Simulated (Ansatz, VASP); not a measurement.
## Two plane-wave programs on Nb3C

File INCAR:

```
  PREC = Accurate
  ENCUT = 600
  EDIFF = 1E-7
  ISMEAR = 0
  SIGMA = 0.1
  LREAL = F
  LASPH = T
  NELM = 60
  ALGO = Normal
  ISIF = 3
  LWAVE = F
  LCHARG = F
  GGA = PE
  IBRION = 2
  NSW = 100
  EDIFFG = -0.01
```

KPOINTS

```
regular mesh
0
Gamma
  12 12 12
```

File POSCAR:

```
Nb3C
1.0
    3.8842926253      0.0000000000      0.0000000000
    0.0000000000      3.8842926253      0.0000000000
    0.0000000000      0.0000000000      3.8842926253
Nb C
3 1
Direct
    0.5000000000      0.5000000000      0.0000000000
    0.5000000000      0.0000000000      0.5000000000
    0.0000000000      0.5000000000      0.5000000000
    0.0000000000      0.0000000000      0.0000000000
```

Input for Ansatz:

```yaml
crystal:
  lattice:
    - [3.8842926253, 0.0, 0.0]
    - [0.0, 3.8842926253, 0.0]
    - [0.0, 0.0, 3.8842926253]
  atoms:
    - { symbol: Nb, position: [0.5, 0.5, 0.0] }
    - { symbol: Nb, position: [0.5, 0.0, 0.5] }
    - { symbol: Nb, position: [0.0, 0.5, 0.5] }
    - { symbol: C, position: [0.0, 0.0, 0.0] }
basis:
  ecutwfc: 420
kpoints:
  mp_grid: { grid: [12, 12, 12] }
hamiltonian:
  xc: pbe
scf:
  occupations: { method: gaussian, width: 0.1 }
output:
  forces: true
  stress: true
  eigenvalues: true
  write_density: true
  write_potential: true
  elf: true
  volumetric_format: npy
relax:
  adjacent_minimum: "off"
  f_tol: 0.01
  max_steps: 80
  cell: { stress_tol: 0.05 }
```

Change from the starting cell: species swapped into the NbIr3 type (Pm-3m, No. 221).

Alike in both runs: task relaxation of cell and atoms; functional PBE; k mesh 12 × 12 × 12; occupations gaussian, width 0.1 eV; no spin polarisation.

|  | VASP | Ansatz |
| --- | --- | --- |
| version | VASP 6.6.1 | Ansatz 0.2.0 |
| potentials or method | VASP PAW PBE potentials, release 64 (Nb_sv, C) | scalar-relativistic, plane waves, PAW |
| plane-wave cutoff (eV) | 600 | 420 |
| valence electrons in the cell | 43 | 43 |

|  | VASP | Ansatz | Ansatz less VASP |
| --- | --- | --- | --- |
| gap on the k mesh at the Fermi level, each at its own relaxed structure (eV) | none | none | - |
| relaxed volume (Å³/atom) | 14.55 | 14.57 | +0.021 |
| relaxed cell length with the largest relative difference (Å) | 3.875 | 3.877 | +0.0019 |

A gap of «none» marks a metal or a gap that the smearing closes.
